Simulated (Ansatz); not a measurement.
Crystal: BAs.

```
As B
1.0
     0.00000    2.38850    2.38850
     2.38850    0.00000    2.38850
     2.38850    2.38850    0.00000
As B
1 1
Direct
  0.75000 0.75000 0.75000
  0.00000 0.00000 0.00000
```

Base run:

```yaml
Program: Ansatz 0.2.0
Functional: BLYP
Potentials_or_basis: Ansatz PAW
Cutoff: "420 eV (not typed: the program's choice for these potentials)"
k_mesh: 10 × 10 × 10
Occupations: fermi-dirac, width 0.05 eV
Spin: no spin polarisation
```

Its results: band gap on the k mesh 1.41 eV, indirect (least direct gap 3.37 eV); pressure 7.8 GPa.

Problem. The run is repeated on the same cell with these changes: functional from BLYP to r2SCAN; cutoff from 420 eV (not typed: the program's choice for these potentials) to 500 eV (not typed: the program's choice for these potentials). What comes out?

Solution. Band gap on the k mesh 1.37 eV, indirect (least direct gap 3.44 eV); pressure 0.6 GPa.

Caveats: the PAW data sets come from PBE, with cores solved anew for the run's functional, which leaves a small shift of forces and pressure.
